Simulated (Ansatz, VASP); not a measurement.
C in VASP and in Ansatz

The input INCAR:

```
PREC = Accurate
ENCUT = 520
EDIFF = 1E-6
ISMEAR = 0
SIGMA = 0.1
LREAL = F
LASPH = T
NELM = 60
ALGO = Normal
ISIF = 2
LWAVE = F
LCHARG = F
GGA = PE
NBANDS = 16
```

KPOINTS

```
Automatic mesh
0
Gamma
  1 1 1
```

The input POSCAR:

```
C
1.0
    1.2159619696     -2.1479622876      0.0091232276
    1.2232502972      2.1521701653     -0.0413730204
   -0.0941886657     -0.0851463517      7.1476530721
C
4
Direct
    0.1034933285      0.9456230676      0.7488005552
    0.5908149738      0.4138432831      0.2394105085
    0.9242568809      0.0859987362      0.2421136921
    0.4285181549      0.5893271320      0.7486182121
```

Input for Ansatz:

```yaml
crystal:
  lattice:
    - [1.2159619696, -2.1479622876, 0.0091232276]
    - [1.2232502972, 2.1521701653, -0.0413730204]
    - [-0.0941886657, -0.0851463517, 7.1476530721]
  atoms:
    - { symbol: C, position: [0.1034933285, 0.9456230676, 0.7488005552] }
    - { symbol: C, position: [0.5908149738, 0.4138432831, 0.2394105085] }
    - { symbol: C, position: [0.9242568809, 0.0859987362, 0.2421136921] }
    - { symbol: C, position: [0.4285181549, 0.589327132, 0.7486182121] }
basis:
  ecutwfc: 420
kpoints:
  mp_grid: { grid: [1, 1, 1] }
hamiltonian:
  xc: pbe
scf:
  occupations: { method: gaussian, width: 0.1 }
output:
  forces: true
  stress: true
  eigenvalues: true
```

Change from the starting cell: kmesh displaced: [1, 1, 1] Gamma-centred.

Alike in both runs: task single point; functional PBE; k mesh 1 × 1 × 1; occupations gaussian, width 0.1 eV; no spin polarisation.

|  | VASP | Ansatz |
| --- | --- | --- |
| version | VASP 6.6.1 | Ansatz 0.2.0 |
| potentials or method | VASP PAW PBE potentials, release 64 (C) | scalar-relativistic, plane waves, PAW |
| plane-wave cutoff (eV) | 520 | 420 |
| valence electrons in the cell | 16 | 16 |

Ansatz gave:

| Property | Result |
| --- | --- |
| gap on the k mesh at the Fermi level (eV) | 5.16 |
| least direct gap on the mesh (eV) | 5.16 |
| pressure (GPa) | 27.2 |
| largest component of the traceless stress (GPa) | 16.81 |
| rms of the force components (eV/Å) | 2.542 |

Estimate VASP's values.

gap on the k mesh at the Fermi level (eV): 5.16; least direct gap on the mesh (eV): 5.16; pressure (GPa): 27.8; largest component of the traceless stress (GPa): 17.45; rms of the force components (eV/Å): 2.547.

Atom by atom the forces differ by 0.006 eV/Å (rms over components). The functional is the same, so the differences come from potentials, cutoffs and numerics.

Caveats: the k mesh is coarse (spacing up to 2.97 Å⁻¹), so the values aren't converged; so large a pressure means that the cell lies far from this level's equilibrium, or that cutoff or potentials fall short (VASP); an odd mesh through Γ misses points on the zone boundary, where band edges often lie; forces of over 1 eV/Å show positions far from the minimum, so gaps and moduli don't describe the material at rest.
